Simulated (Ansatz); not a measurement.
## AgCl: deformation potentials from a series

```yaml
crystal:
  lattice:
    - [0.00000, 2.77315, 2.77315]
    - [2.77315, 0.00000, 2.77315]
    - [2.77315, 2.77315, 0.00000]
  atoms:
    - { symbol: Ag, position: [0.50000, 0.50000, 0.50000] }
    - { symbol: Cl, position: [0.00000, 0.00000, 0.00000] }
```

Atoms are numbered in the order listed.

The cell comes from COD entry 9011666, which wasn't checked; take it as a given geometry.

Method: DFT, LDA, all-electron LAPW, scalar-relativistic in Ansatz 0.2.0.

The runs use a Γ-centred 8×8×8 k mesh, Fermi–Dirac smearing of 0.02 eV, basis error target 0.5 meV/atom, no spin polarisation.

The cell is scaled evenly. Fractional coordinates are held (clamped ions).

The valence-band top of this crystal doesn't lie at Γ but 2.31 eV above the top filled level there.

Only quantities that a quadratic follows smoothly over the whole series are listed; rougher ones are left out.

```csv
ln(V/Vcell),direct gap at Γ (eV),smallest gap on mesh and path (eV)
-0.0619,3.180,0.615
-0.0101,2.961,0.614
0.0000,2.921,0.615
0.0583,2.704,0.631
```

Task: Fit the series and give the slopes at zero strain.

Result: Least-squares fits y = p0 + p1 x + p2 x² to the rows give direct gap at Γ (eV): p1 = -3.95, p2 = 3.9; smallest gap on mesh and path (eV): p1 = 0.141, p2 = 2.3. So dEg/dln V = -3.9 eV for the direct gap at Γ, which isn't the fundamental gap here: that one has dEg/dln V = 0.1 eV. Semilocal gaps are too small, but their slopes carry over better.

Task: One run, at ln(V/Vcell) = 0.0100, is withheld. Predict its row.

Result: The fits give 2.882, 0.617; the run gave 2.882, 0.617.
